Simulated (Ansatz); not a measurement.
# GaH6: a trial structure relaxed, part 2 of 2

Where does this trial cell of GaH6 go when cell and atoms are let free?

Ansatz 0.2.0; DFT PBE, scalar-relativistic, plane waves, PAW. The steps go on from the part before.

### 4 Another rough relaxation

The end of the coarse run is made exact in the group found at a tolerance of 0.06 Å and reduced to its primitive cell.

input.yaml

```yaml
crystal:
  lattice:
    - [-2.1098716929, 2.1098716929, 2.1098716929]
    - [2.1098716929, -2.1098716929, 2.1098716929]
    - [2.1098716929, 2.1098716929, -2.1098716929]
  atoms:
    - { symbol: Ga, position: [0.0, 0.0, 0.0] }
    - { symbol: H, position: [0.5, 0.25, 0.75] }
    - { symbol: H, position: [0.5, 0.75, 0.25] }
    - { symbol: H, position: [0.75, 0.5, 0.25] }
    - { symbol: H, position: [0.25, 0.5, 0.75] }
    - { symbol: H, position: [0.25, 0.75, 0.5] }
    - { symbol: H, position: [0.75, 0.25, 0.5] }
basis:
  ecutwfc: 420
kpoints:
  mp_grid: { grid: [6, 6, 6] }
hamiltonian:
  xc: pbe
scf:
  occupations: { method: gaussian, width: 0.1 }
  lower_state_search: "off"
output:
  forces: true
  stress: true
  eigenvalues: true
relax:
  adjacent_minimum: "off"
  f_tol: 0.04
  max_steps: 70
  cell: { stress_tol: 0.4 }
```

Run with:

```console
$ ansatz run input.yaml --threads 1 --pin off --max-ram 2048MiB --backend cpu --events-out ev --progress --plain --runs-dir out
```

Output (excerpt; [...] marks lines left out):

```text
[...]
relax step   4: F+E_penalty+E_count = -3871.95656134 eV  Δ(F+E_penalty+E_count) = -1.336e-3 eV  max|allowed force component| = 4.698e-19 eV/Å  Δτ_max = 0.0000 Å  P = -0.012 GPa  Ω = 38.173 Å³  stress off target by 1.20e-2 GPa  SCF on the basis re-selected at this cell (its energy is not [...]
SCF converged after 4 iterations
Free energy (F): -3871.956561 eV
[...]
E sigma→0 (E₀):  -3871.954214 eV
Entropy (-TS):   -0.004694 eV (-0.671 meV/atom)
Fermi energy:    6.114181 eV
[...]
--- Forces (eV/Å), atoms counted from 1 ---
  atom   1  Ga    -0.00000000    -0.00000000    -0.00000000
  atom   2  H     -0.00000000     0.00000000     0.00000000
  atom   3  H      0.00000000    -0.00000000     0.00000000
  atom   4  H      0.00000000     0.00000000     0.00000000
  atom   5  H     -0.00000000     0.00000000    -0.00000000
[...]
  F+E_penalty+E_count = -3871.95656134 eV   max|allowed force component| = 4.698e-19 eV/Å   (the final SCF, on the basis selected at the relaxed cell)
  cell:  # Å, volume = 38.1731 Å³
    - [-2.1211232191875116, 2.1211232191875116, 2.1211232191875116]
    - [2.1211232191875116, -2.1211232191875116, 2.1211232191875116]
    - [2.1211232191875116, 2.1211232191875116, -2.1211232191875116]
  atoms:
    - { symbol: Ga, position: [2.3134583815743077e-37, 7.388740358583083e-38, 2.203356864561311e-37] }
    - { symbol: H, position: [0.49999999999999994, 0.24999999999999992, 0.7499999999999999] }
    - { symbol: H, position: [0.49999999999999983, 0.7499999999999998, 0.24999999999999994] }
    - { symbol: H, position: [0.7499999999999998, 0.49999999999999983, 0.24999999999999994] }
    - { symbol: H, position: [0.24999999999999992, 0.49999999999999994, 0.7499999999999999] }
    - { symbol: H, position: [0.25, 0.7499999999999998, 0.4999999999999999] }
    - { symbol: H, position: [0.7499999999999998, 0.25, 0.4999999999999999] }
```

It took 2.5 s on 1 thread of Arm Neoverse V2, shared host; peak memory 0.28 GiB.

### 5 Relaxation on the finer mesh

The end of the coarse run is made exact in the group found at a tolerance of 0.06 Å and reduced to its primitive cell.

input.yaml

```yaml
crystal:
  lattice:
    - [-2.1211232192, 2.1211232192, 2.1211232192]
    - [2.1211232192, -2.1211232192, 2.1211232192]
    - [2.1211232192, 2.1211232192, -2.1211232192]
  atoms:
    - { symbol: Ga, position: [0.0, 0.0, 0.0] }
    - { symbol: H, position: [0.5, 0.25, 0.75] }
    - { symbol: H, position: [0.5, 0.75, 0.25] }
    - { symbol: H, position: [0.75, 0.5, 0.25] }
    - { symbol: H, position: [0.25, 0.5, 0.75] }
    - { symbol: H, position: [0.25, 0.75, 0.5] }
    - { symbol: H, position: [0.75, 0.25, 0.5] }
basis:
  ecutwfc: 420
kpoints:
  mp_grid: { grid: [12, 12, 12] }
hamiltonian:
  xc: pbe
scf:
  occupations: { method: gaussian, width: 0.1 }
output:
  forces: true
  stress: true
  eigenvalues: true
relax:
  adjacent_minimum: "off"
  f_tol: 0.01
  max_steps: 80
  cell: { stress_tol: 0.05 }
```

Run with:

```console
$ ansatz run input.yaml --threads 1 --pin off --max-ram 2048MiB --backend cpu --events-out ev --progress --plain --runs-dir out
```

Output:

```text
Warning: RAYON_NUM_THREADS=1 ignored (pool sized by the plan → 1); use --threads N
[... 9 set-up lines as earlier in the session ...]
Crystal: 7 atoms, lattice volume = 38.173 Å³
Basis set: ecut = 420 eV, 767 PW (Γ), exchange–correlation on 50×50×50 points (8 copies of the dense FFT grid, shifted against one another)
Bands: 17, of which v1, the nominal top of the filled ones, is band 10 counted from 1 (9 counted from 0)
[... 1 set-up line as earlier in the session ...]
Space group: Im-3m (ITA 229), of the structure as read, at distance tolerance 3.4e-5 Å
k-points: 72 of 1728
[... 8 set-up lines as earlier in the session ...]
SCF iter   1: F=—  HF=-3871.871543 eV  |F-HF|=—  |Δ(HF+E_count)|=         —  Δρ=5.91e-3  dr2=1.16e-2  ethr=1.77e-3  ⟨swp⟩=5.0  Hψ=5549  notcnv=0  defer=1
preconditioner: auto → Kerker (q_TF=auto, 2.429 Å⁻¹)  [metal: Δε(μ)=0.010 eV  Ē_g=17.390 eV  σ=0.100 eV  W_gap=0.05  n_scr=12 (ndim 8)  ℏωp=26.2 eV  f_vac=0.000  D(μ)=2.14/eV (n_scr^D=18)]
SCF iter   2: F=—  HF=-3871.871216 eV  |F-HF|=—  |Δ(HF+E_count)|=   3.26e-4  Δρ=3.21e-3  dr2=3.74e-3  ethr=6.10e-5  ⟨swp⟩=1.0  Hψ=1800  notcnv=0  defer=12
SCF iter   3: F=—  HF=-3871.871034 eV  |F-HF|=—  |Δ(HF+E_count)|=   1.82e-4  Δρ=4.34e-4  dr2=5.95e-5  ethr=1.97e-5  ⟨swp⟩=2.6  Hψ=1779  notcnv=0  defer=12
SCF iter   4: F=—  HF=-3871.871042 eV  |F-HF|=—  |Δ(HF+E_count)|=   7.88e-6  Δρ=9.47e-5  dr2=2.45e-6  ethr=3.13e-7  ⟨swp⟩=2.0  Hψ=1694  notcnv=0  defer=12
iter 5 did not close the SCF: its close was put off for the readings that it lacked (scf_convergence_deferred on its scf_iter line)
SCF iter   5: F=-3871.871043 eV  HF=-3871.871043 eV  |F-HF|=4.84e-8  |Δ(HF+E_count)|=   7.89e-7  Δρ=1.72e-5  dr2=7.21e-8  ethr=1.29e-8  ⟨swp⟩=2.0  Hψ=1768  notcnv=0  defer=12
SCF iter   6: F=—  HF=-3871.871043 eV  |F-HF|=—  |Δ(HF+E_count)|=   5.02e-8  Δρ=8.39e-6  dr2=2.57e-8  ethr=3.79e-10  ⟨swp⟩=5.0  Hψ=5267  notcnv=0
SCF iter   7: F=-3871.871043 eV  HF=-3871.871043 eV  |F-HF|=4.37e-9  |Δ(HF+E_count)|=   3.78e-8  Δρ=2.11e-6  dr2=1.91e-9  ethr=1.35e-10  ⟨swp⟩=3.3  Hψ=2952  notcnv=0
SCF 1 converged in 7 iterations: F = -3871.871043 eV  dr2 = 1.91e-9
relax step   1: F+E_penalty+E_count = -3871.87104285 eV  Δ(F+E_penalty+E_count) = +0.000e0 eV  max|allowed force component| = 4.518e-19 eV/Å  Δτ_max = 0.0000 Å  P = -0.413 GPa  Ω = 38.173 Å³  (7 SCF iters, dr2 threshold 1.00e-7 eV, accepted)
Crystal: 7 atoms, lattice volume = 37.700 Å³
Basis set: ecut = 420 eV, 683 PW (Γ), exchange–correlation on 50×50×50 points (8 copies of the dense FFT grid, shifted against one another)
[... 2 set-up lines as earlier in the session ...]
iter 1 solved again at ethr=2.96e-6 eV; its pass at ethr=3.10e-3 eV (dr2=5.62e-4 eV) is discarded
SCF iter   1: F=—  HF=-3871.872212 eV  |F-HF|=—  |Δ(HF+E_count)|=         —  Δρ=1.09e-3  dr2=5.56e-4  ethr=2.96e-6  ⟨swp⟩=1.9  Hψ=6346  notcnv=0
preconditioner: auto → Kerker (q_TF=auto, 2.434 Å⁻¹)  [metal: Δε(μ)=0.015 eV  Ē_g=17.562 eV  σ=0.100 eV  W_gap=0.08  n_scr=12 (ndim 8)  ℏωp=26.4 eV  f_vac=0.000  D(μ)=2.08/eV (n_scr^D=18)]
SCF iter   2: F=—  HF=-3871.872076 eV  |F-HF|=—  |Δ(HF+E_count)|=   1.36e-4  Δρ=5.68e-4  dr2=1.54e-4  ethr=2.93e-6  ⟨swp⟩=1.0  Hψ=1224  notcnv=0
SCF iter   3: F=—  HF=-3871.872025 eV  |F-HF|=—  |Δ(HF+E_count)|=   5.08e-5  Δρ=1.82e-4  dr2=1.30e-5  ethr=8.11e-7  ⟨swp⟩=2.0  Hψ=1593  notcnv=0
SCF iter   4: F=—  HF=-3871.872016 eV  |F-HF|=—  |Δ(HF+E_count)|=   8.94e-6  Δρ=6.07e-5  dr2=5.85e-7  ethr=6.84e-8  ⟨swp⟩=2.1  Hψ=1878  notcnv=0
SCF iter   5: F=-3871.872016 eV  HF=-3871.872016 eV  |F-HF|=5.95e-9  |Δ(HF+E_count)|=  2.19e-10  Δρ=9.64e-6  dr2=1.61e-8  ethr=2.25e-9  ⟨swp⟩=5.0  Hψ=5353  notcnv=0
SCF 2 converged in 5 iterations: F = -3871.872016 eV  dr2 = 1.61e-8
relax step   2: F+E_penalty+E_count = -3871.87201573 eV  Δ(F+E_penalty+E_count) = -9.729e-4 eV  max|allowed force component| = 2.427e-19 eV/Å  Δτ_max = 0.0000 Å  P = +0.394 GPa  Ω = 37.700 Å³  energy of the carried Pulay correction = +9.296e-4 eV  (5 SCF iters, dr2 threshold 4.27e-7 eV, accepted)
Crystal: 7 atoms, lattice volume = 37.929 Å³
iter 1 solved again at ethr=7.13e-7 eV; its pass at ethr=3.10e-3 eV (dr2=1.35e-4 eV) is discarded
SCF iter   1: F=—  HF=-3871.871888 eV  |F-HF|=—  |Δ(HF+E_count)|=         —  Δρ=5.29e-4  dr2=1.33e-4  ethr=7.13e-7  ⟨swp⟩=2.0  Hψ=6236  notcnv=0
preconditioner: auto → Kerker (q_TF=auto, 2.431 Å⁻¹)  [metal: Δε(μ)=0.019 eV  Ē_g=17.542 eV  σ=0.100 eV  W_gap=0.10  n_scr=12 (ndim 8)  ℏωp=26.3 eV  f_vac=0.000  D(μ)=2.15/eV (n_scr^D=18)]
SCF iter   2: F=—  HF=-3871.871854 eV  |F-HF|=—  |Δ(HF+E_count)|=   3.43e-5  Δρ=2.76e-4  dr2=3.67e-5  ethr=6.99e-7  ⟨swp⟩=1.0  Hψ=1224  notcnv=0
SCF iter   3: F=—  HF=-3871.871843 eV  |F-HF|=—  |Δ(HF+E_count)|=   1.15e-5  Δρ=8.88e-5  dr2=3.08e-6  ethr=1.93e-7  ⟨swp⟩=2.0  Hψ=1592  notcnv=0
SCF iter   4: F=-3871.871840 eV  HF=-3871.871840 eV  |F-HF|=3.38e-8  |Δ(HF+E_count)|=   2.11e-6  Δρ=2.94e-5  dr2=1.35e-7  ethr=2.04e-9  ⟨swp⟩=2.5  Hψ=4480  notcnv=0
SCF 3 converged in 4 iterations: F = -3871.871840 eV  dr2 = 1.35e-7
relax step   3: F+E_penalty+E_count = -3871.87184036 eV  Δ(F+E_penalty+E_count) = +1.754e-4 eV  max|allowed force component| = 7.622e-19 eV/Å  Δτ_max = 0.0000 Å  P = -0.004 GPa  Ω = 37.929 Å³  energy of the carried Pulay correction = +4.776e-4 eV  (4 SCF iters, dr2 threshold 3.87e-7 eV, accepted)
[... 1 set-up line as earlier in the session ...]
iter 1 solved again at ethr=7.71e-8 eV; its pass at ethr=3.10e-3 eV (dr2=1.46e-5 eV) is discarded
SCF iter   1: F=—  HF=-3871.871338 eV  |F-HF|=—  |Δ(HF+E_count)|=         —  Δρ=2.92e-5  dr2=1.24e-7  ethr=7.71e-8  ⟨swp⟩=2.5  Hψ=8139  notcnv=0
preconditioner: auto → Kerker (q_TF=auto, 2.431 Å⁻¹)  [metal: Δε(μ)=0.009 eV  Ē_g=17.535 eV  σ=0.100 eV  W_gap=0.05  n_scr=12 (ndim 8)  ℏωp=26.3 eV  f_vac=0.000  D(μ)=2.15/eV (n_scr^D=18)]
SCF iter   2: F=—  HF=-3871.871337 eV  |F-HF|=—  |Δ(HF+E_count)|=   8.41e-7  Δρ=1.60e-5  dr2=4.33e-8  ethr=6.55e-10  ⟨swp⟩=2.3  Hψ=1866  notcnv=0
SCF iter   3: F=—  HF=-3871.871338 eV  |F-HF|=—  |Δ(HF+E_count)|=   7.70e-8  Δρ=4.45e-6  dr2=7.62e-9  ethr=2.28e-10  ⟨swp⟩=2.0  Hψ=1917  notcnv=0
SCF iter   4: F=—  HF=-3871.871338 eV  |F-HF|=—  |Δ(HF+E_count)|=   1.58e-9  Δρ=2.18e-6  dr2=5.72e-10  ethr=4.01e-11  ⟨swp⟩=2.0  Hψ=1916  notcnv=0
SCF iter   5: F=-3871.871338 eV  HF=-3871.871338 eV  |F-HF|=1.09e-11  |Δ(HF+E_count)|=  1.24e-10  Δρ=2.84e-7  dr2=1.33e-11  ethr=1.00e-12  ⟨swp⟩=2.2  Hψ=4006  notcnv=0
SCF 4 converged in 5 iterations: F = -3871.871338 eV  dr2 = 1.33e-11
relax step   4: F+E_penalty+E_count = -3871.87133753 eV  Δ(F+E_penalty+E_count) = +5.028e-4 eV  max|allowed force component| = 6.931e-19 eV/Å  Δτ_max = 0.0000 Å  P = -0.013 GPa  Ω = 37.929 Å³  stress off target by 1.26e-2 GPa  SCF on the basis re-selected at this cell (its energy is not comparable with the rows above)  (5 SCF iters)
basis re-selected at this cell: Δ(F+E_penalty+E_count) = +5.028e-4 eV, ΔP = -0.009 GPa vs the last step (what re-selecting the basis moved, of the pressure what is left beyond the Pulay correction that the steps carried, after the strain that the cell walked since its last selection, with what the two solves' SCF thresholds leave and, on support functions, any second-order correction that the steps lacked; it is no measure of the basis error at this ecutwfc). This SCF's stress stands 1.26e-2 GPa from its target on what of the cell is left free (relax.cell.stress_tol is 5.00e-2 GPa) and its largest allowed force component is 6.93e-19 eV/Å (relax.f_tol is 1.00e-2 eV/Å): within both
SCF converged after 5 iterations
Free energy (F): -3871.871338 eV
Harris-Foulkes:  -3871.871338 eV  (|F-HF|=1.09e-11)
Internal energy: -3871.860606 eV  (E = F + TS)
E sigma→0 (E₀):  -3871.865972 eV
Entropy (-TS):   -0.010731 eV (-1.533 meV/atom)
Fermi energy:    5.879511 eV
--- Per-component energies (eV) ---
  E_band       = -77.479379
  E_kinetic    = 189.392928
  E_local      = -2022.192339  (includes V_loc(G=0)·N_el)
  E_nonlocal   = 430.467990
  E_hartree    = 929.872115
  E_xc         = -121.330201
  E_vxc        = -125.600450  (∫ρ·V_xc dr)
  E_paw        = -1988.272683  (= ΣΔE_a)
  E_vpaw       = -409.285381  (= ΣTr[D̂ρ^β])
  E_aug_tail   = -0.006388  (compensation charges beyond the density's cutoff)
  E_ewald      = -1289.792029
  E_smearing   = -0.010731  (= −TS)
  E_closure    = -0.000000  (closes the sum)
  Σ components = -3871.871338   (vs F -3871.871338, Δ=0.00e0)
--- Forces (eV/Å), atoms counted from 1 ---
  atom   1  Ga    -0.00000000    -0.00000000    -0.00000000
  atom   2  H     -0.00000000     0.00000000     0.00000000
  atom   3  H      0.00000000    -0.00000000    -0.00000000
  atom   4  H      0.00000000     0.00000000    -0.00000000
  atom   5  H     -0.00000000    -0.00000000     0.00000000
  atom   6  H     -0.00000000    -0.00000000     0.00000000
  atom   7  H      0.00000000     0.00000000     0.00000000
  max |Σ_I F_I| component: 7.14e-19 eV/Å
--- Stress (GPa, compression-positive) ---
       -0.012587      -0.000000       0.000000
        0.000000      -0.012587      -0.000000
        0.000000       0.000000      -0.012587
  P = ⅓ Tr σ = -0.0126 GPa (-0.126 kbar)
--- Band table (eV; the first three rows and the last of 72) ---
  k-point 0: bands = ["-8.5253", "-8.5253", "-8.5253", "-8.5011", "-8.5011", "-7.2547", "5.7936", "5.7936", "5.7936", "8.0088", "8.0088", "8.5107", "10.8469", "10.8469", "10.8469", "14.2632", "14.2632"]
  k-point 1: bands = ["-8.5273", "-8.5255", "-8.5212", "-8.5029", "-8.5009", "-7.1424", "4.9374", "5.5732", "5.6920", "7.7797", "8.1079", "8.7794", "10.4184", "11.2278", "11.2466", "14.5791", "14.9131"]
  k-point 2: bands = ["-8.5328", "-8.5307", "-8.5100", "-8.5052", "-8.5004", "-6.8047", "3.3633", "5.0675", "5.4351", "6.6688", "8.4256", "9.6194", "9.9671", "11.9940", "12.1376", "15.4714", "16.3762"]
  k-point 71: bands = ["-8.6201", "-8.6201", "-8.4699", "-8.4699", "-8.4699", "-0.6294", "-0.6294", "1.8834", "1.8834", "1.8834", "2.4976", "13.8000", "13.8000", "13.8000", "20.2618", "21.0341", "21.3240"]
--- Relaxed structure (3 steps of the walk, 3 accepted, 1 SCFs on fresh bases) ---
  F+E_penalty+E_count = -3871.87133753 eV   max|allowed force component| = 6.931e-19 eV/Å   (the final SCF, on the basis selected at the relaxed cell)
  cell:  # Å, volume = 37.9293 Å³
    - [-2.1165975797258962, 2.1165975797258962, 2.1165975797258962]
    - [2.1165975797258962, -2.1165975797258962, 2.1165975797258962]
    - [2.1165975797258962, 2.1165975797258962, -2.1165975797258962]
  atoms:
    - { symbol: Ga, position: [1.306292858223279e-36, 1.7629411737524858e-35, 9.390002521474904e-36] }
    - { symbol: H, position: [0.5, 0.25000000000000006, 0.75] }
    - { symbol: H, position: [0.5, 0.75, 0.25000000000000006] }
    - { symbol: H, position: [0.75, 0.5, 0.25000000000000006] }
    - { symbol: H, position: [0.25000000000000006, 0.5, 0.75] }
    - { symbol: H, position: [0.24999999999999994, 0.7500000000000001, 0.5000000000000001] }
    - { symbol: H, position: [0.7500000000000001, 0.24999999999999994, 0.5000000000000001] }
```

Wall time 8.6 s (1 thread of Arm Neoverse V2, shared host); peak memory 0.33 GiB.

Relaxation path:

| step | E - E(step 1) (eV/cell) | largest force component (eV/Å) | pressure (GPa) | volume (Å³) |
| --- | --- | --- | --- | --- |
| 1 | 0.0000 | 0.0000 | -0.41 | 38.17 |
| 2 | -0.0010 | 0.0000 | 0.39 | 37.70 |
| 3 | -0.0008 | 0.0000 | 0.00 | 37.93 |
| 4 | -0.0003 | 0.0000 | -0.01 | 37.93 |

Step 1 is the start. Step 4 repeats the geometry before it on a plane-wave basis chosen anew for that cell, so its energy need not be comparable with the rows above.

Lengths and angles in the start's conventional setting:

|  | before | after | change |
| --- | --- | --- | --- |
| a (Å) | 4.242 | 4.233 | -0.2 % |
| b (Å) | 4.242 | 4.233 | -0.2 % |
| c (Å) | 4.242 | 4.233 | -0.2 % |
| volume (Å³/atom) | 5.45 | 5.42 | -0.6 % |
| shortest distance (Å) | 1.500 | 1.497 | -0.2 % |
| space group (0.01 Å) | Im-3m | Im-3m | same |

Forces and stress were held to the start's 48 operations: a distortion of lower symmetry was not tested.

### 6 Changing settings: ecutwfc 400 eV

input.yaml: that of step 5 with these lines changed.

```diff
@@ -14,3 +14,3 @@
 basis:
-  ecutwfc: 420
+  ecutwfc: "400 eV"
 kpoints:
@@ -23,4 +23,4 @@
   forces: true
+  eigenvalues: true
   stress: true
-  eigenvalues: true
 relax:
```

Run with:

```console
$ ansatz run input.yaml --threads 1 --pin off --max-ram 2048MiB --backend cpu --events-out ev --progress --plain --runs-dir out
```

Output (excerpt; [...] marks lines left out):

```text
Warning: basis.ecutwfc = 400 eV is below the records' recommended 420 eV, and the density's cutoff is lower with it unless basis.ecutrho_ratio is high enough to keep the records' density cutoff: compare with a run at a higher cutoff
Warning: RAYON_NUM_THREADS=1 ignored (pool sized by the plan → 1); use --threads N
[...]
[... 4 set-up lines as earlier in the session ...]
[...]
Crystal: 7 atoms, lattice volume = 38.173 Å³
Basis set: ecut = 400 eV, 675 PW (Γ), exchange–correlation on 48×48×48 points (8 copies of the dense FFT grid, shifted against one another)
Bands: 17, of which v1, the nominal top of the filled ones, is band 10 counted from 1 (9 counted from 0)
[... 2 set-up lines as earlier in the session ...]
k-points: 72 of 1728
[...]
  k-point 0: bands = ["-8.5238", "-8.5238", "-8.5238", "-8.4996", "-8.4996", "-7.2542", "5.7947", "5.7947", "5.7947", "8.0093", "8.0093", "8.5106", "10.8467", "10.8467", "10.8467", "14.2639", "14.2639"]
[...]
--- Relaxed structure (3 steps of the walk, 3 accepted, 1 SCFs on fresh bases) ---
  F+E_penalty+E_count = -3871.86507192 eV   max|allowed force component| = 4.989e-19 eV/Å   (the final SCF, on the basis selected at the relaxed cell)
  cell:  # Å, volume = 37.9312 Å³
    - [-2.1166328089651705, 2.1166328089651705, 2.1166328089651705]
    - [2.1166328089651705, -2.1166328089651705, 2.1166328089651705]
    - [2.1166328089651705, 2.1166328089651705, -2.1166328089651705]
  atoms:
    - { symbol: Ga, position: [1.8568689082096824e-35, -1.7320651607399358e-35, -1.3389831668722524e-35] }
    - { symbol: H, position: [0.5, 0.25000000000000006, 0.75] }
    - { symbol: H, position: [0.5, 0.75, 0.25000000000000006] }
    - { symbol: H, position: [0.75, 0.5, 0.25000000000000006] }
    - { symbol: H, position: [0.25000000000000006, 0.5, 0.75] }
    - { symbol: H, position: [0.24999999999999994, 0.7500000000000001, 0.5000000000000001] }
    - { symbol: H, position: [0.7500000000000001, 0.24999999999999994, 0.5000000000000001] }
```

It took 6.9 s on 1 thread of Arm Neoverse V2, shared host; peak memory 0.32 GiB.

| run | ending | energy change | pressure (GPa) | gap (eV) | force (eV/Å) | cycles | time |
| --- | --- | --- | --- | --- | --- | --- | --- |
| step 5 | converged | 0 | 0.0 | 0.00 | 0.00 | - | 8.6 s |
| variant | converged | +0.9 meV/atom | 0.0 | 0.00 | 0.00 | - | 6.9 s |

Changing the cutoff moves the energy by +0.9 meV/atom. The lower cutoff gives the higher energy: the smaller basis describes the state less well. The log warns that the cutoff is under what these potentials recommend, so the shift is basis error.

### 7 Outcome

What follows sums up all 2 parts. Changes of volume or cell count from the first structure of part 1.

| quantity | value |
| --- | --- |
| symmetry at the end (tolerance 0.05 Å) | space group Im-3m (No. 229) |
| conventional cell | a = 4.233 Å, b = 4.233 Å, c = 4.233 Å, α = 90.00°, β = 90.00°, γ = 90.00° |
| volume | 5.42 Å³/atom |
| energy over the elements (uncorrected; H, N, O, F and Cl as molecules) | +0.91 eV/atom |
| gap on the mesh | none (metal) |

**Reading.** The space group Im-3m (No. 229) is kept, and the volume per atom shrinks by 70.5 % from the first guess. The formation energy is positive, so the separate elements lie lower. No finished test with a distortion of lower symmetry is shown, so the end may be a saddle point.
